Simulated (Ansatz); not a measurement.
# Mg in Ansatz: the effect of functional

Crystal: Mg.

```
Mg
1.0
     3.17683    0.00000    0.00000
    -1.58841    2.75121    0.00000
     0.00000    0.00000   10.31886
Mg
4
Direct
  0.66667 0.33333 0.75000
  0.00000 0.00000 0.50000
  0.33333 0.66667 0.25000
  0.00000 0.00000 0.00000
```

Alike in all runs:

- Program: Ansatz 0.2.0
- Task: projected density of states
- Potentials or basis: Ansatz PAW
- k mesh: 6 × 6 × 2
- Occupations: fermi-dirac, width 0.05 eV
- Spin: no spin polarisation

```csv
functional,cutoff,pressure (GPa)
LDA,420 eV (not typed: the program's choice for these potentials),?
PBE,420 eV (not typed: the program's choice for these potentials),0.7
PBEsol,420 eV (not typed: the program's choice for these potentials),0.0
RPBE,420 eV (not typed: the program's choice for these potentials),2.0
revPBE,420 eV (not typed: the program's choice for these potentials),1.8
BLYP,420 eV (not typed: the program's choice for these potentials),1.4
r2SCAN,500 eV (not typed: the program's choice for these potentials),0.2
HSE06,420 eV (not typed: the program's choice for these potentials),0.7
PBE0,420 eV (not typed: the program's choice for these potentials),0.6
r2SCAN0,500 eV (not typed: the program's choice for these potentials),0.3
```

Problem. What does the run with functional LDA give?

Solution. Pressure -1.5 GPa.

Caveats: all runs use coarse meshes; the PAW data sets come from PBE, with cores solved anew for the run's functional, which leaves a small shift of forces and pressure (some runs); the thresholds are loose for stress (some runs).
